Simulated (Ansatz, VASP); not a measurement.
# One calculation of Bi, two programs

File INCAR:

```
SYSTEM = Bi
ALGO     = Fast           ! electronic algorithm
EDIFF    = 1E-6           ! SCF threshold, eV
ENCUT    = 520            ! plane-wave cutoff, eV
GGA      = PE             ! functional
ISIF     = 2              ! what is computed and relaxed
ISMEAR   = 0              ! smearing method
IVDW     = 12             ! dispersion correction
LASPH    = .TRUE.         ! aspherical terms in the spheres
LCHARG   = .TRUE.         ! write CHGCAR
LELF     = .TRUE.         ! ELF
LREAL    = .FALSE.        ! projectors in reciprocal space
LVHAR    = .TRUE.       
LWAVE    = .FALSE.        ! write WAVECAR
NBANDS   = 14             ! bands
NELM     = 80             ! most SCF steps
PREC     = Accurate       ! precision mode
SIGMA    = 0.15           ! smearing width, eV
```

The input KPOINTS:

```
k-points
0
G
  16 16 16
  0 0 0
```

Contents of POSCAR:

```
Bi
1.0
   -1.9594689906      1.9594689906      1.9594689906
    1.9594689906     -1.9594689906      1.9594689906
    1.9594689906      1.9594689906     -1.9594689906
Bi
1
Direct
    0.0000000000      0.0000000000      0.0000000000
```

Input for Ansatz:

```yaml
crystal:
  lattice:
    - [-1.9594689906, 1.9594689906, 1.9594689906]
    - [1.9594689906, -1.9594689906, 1.9594689906]
    - [1.9594689906, 1.9594689906, -1.9594689906]
  atoms:
    - { symbol: Bi, position: [0.0, 0.0, 0.0] }
basis:
  ecutwfc: 420
kpoints:
  mp_grid: { grid: [16, 16, 16] }
hamiltonian:
  xc: pbe
  dispersion: d3bj
scf:
  occupations: { method: gaussian, width: 0.15 }
output:
  forces: true
  stress: true
  eigenvalues: true
  write_density: true
  write_potential: true
  elf: true
  volumetric_format: npy
```

This isn't the form of Bi at room conditions, which is rhombohedral.

Alike in both runs: task single point; functional PBE; dispersion D3(BJ); k mesh 16 × 16 × 16; occupations gaussian, width 0.15 eV; no spin polarisation.

```csv
,VASP,Ansatz
version,VASP 6.6.1,Ansatz 0.2.0
potentials or method,"VASP PAW PBE potentials, release 64 (Bi_d)","scalar-relativistic, plane waves, PAW"
plane-wave cutoff (eV),520,420
valence electrons in the cell,15,15
```

|  | VASP | Ansatz | Ansatz less VASP |
| --- | --- | --- | --- |
| gap on the k mesh at the Fermi level (eV) | none | none | - |
| pressure (GPa) | 0.0 | 0.0 | +0.04 |

A gap of «none» marks a metal or a gap that the smearing closes.

Caveats: spin-orbit coupling is left out, which moves the levels of the heavy elements; pairwise dispersion overbinds metals, which lowers pressure and volume.
